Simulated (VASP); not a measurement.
Wanted: the native input for a VASP 6.6.1 run.

- Task: single point
- Functional: PBE
- Potentials or basis: VASP PAW PBE potentials, release 64 (Ag)
- Cutoff: 520 eV
- k mesh: 11 × 11 × 11
- Occupations: gaussian, width 0.011 eV
- Spin: no spin polarisation
- Further INCAR settings: ALGO = Fast; EDIFF = 1e-06; NBANDS = 12

The structure of Ag lies in POSCAR:

```
Ag
1.0
    0.0000000000      2.0427500000      2.0427500000
    2.0427500000      0.0000000000      2.0427500000
    2.0427500000      2.0427500000      0.0000000000
Ag
1
Direct
    0.0000000000      0.0000000000      0.0000000000
```

The input as run:

INCAR

```
PREC = Accurate
ENCUT = 520
EDIFF = 1E-6
ISMEAR = 0
SIGMA = 0.011
LREAL = F
LASPH = T
NELM = 100
ALGO = Fast
ISIF = 2
LWAVE = F
LCHARG = F
GGA = PE
NBANDS = 12
```

KPOINTS

```
regular mesh
0
Gamma
  11 11 11
```

Potentials or basis: VASP PAW PBE potentials, release 64 (Ag).

The run is started by

```console
$ cat potpaw_PBE.64/Ag/POTCAR > POTCAR
$ mpirun -np 1 vasp_std > vasp.out
```

Results of the run:

The pressure is 4.2 GPa. The band gap on the k mesh is none (metal or under the smearing width).

It took 7.7 s on 1 thread of AMD EPYC 9R45 (Zen 5), with other jobs on the host, peak memory 0.11 GiB.
